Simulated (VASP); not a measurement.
The system is ZrO2.

```
CELL_PARAMETERS angstrom
0.00000 2.53500 2.53500
2.53500 0.00000 2.53500
2.53500 2.53500 0.00000
ATOMIC_POSITIONS crystal
Zr 0.00000 0.00000 0.00000
O 0.25000 0.25000 0.25000
O 0.75000 0.75000 0.75000
```

Measurements of this composition are mostly on another form, of space group No. 14.

```yaml
Program: VASP 6.6.1
Task: relaxation of cell and atoms
Functional: PBE
Potentials_or_basis: VASP PAW PBE potentials, release 64 (Zr_sv, O)
Cutoff: 600 eV
k_mesh: 10 × 10 × 10
Occupations: gaussian, width 0.03 eV
Spin: no spin polarisation
```

At the start: pressure 6.8 GPa; volume 10.86 Å³/atom.

How do energy, volume and symmetry change on relaxing?

Over 3 steps the energy falls by 6.3 meV/atom and the volume is 11.17 Å³/atom (+2.8 %); space group Fm-3m (No. 225, to 0.05 Å).

The path:
| step | energy change (eV) | largest force (eV/Å) | pressure (GPa) | volume (Å³) |
| --- | --- | --- | --- | --- |
| 1 | 0.0000 | 0.0000 | 6.82 | 32.58 |
| 2 | 0.0169 | 0.0000 | -8.41 | 34.81 |
| 3 | -0.0189 | 0.0000 | -0.06 | 33.50 |

Final structure:
```
Zr O
1.0
     0.00000    2.55857    2.55857
     2.55857    0.00000    2.55857
     2.55857    2.55857    0.00000
Zr O
1 2
Direct
  0.00000 0.00000 0.00000
  0.25000 0.25000 0.25000
  0.75000 0.75000 0.75000
```
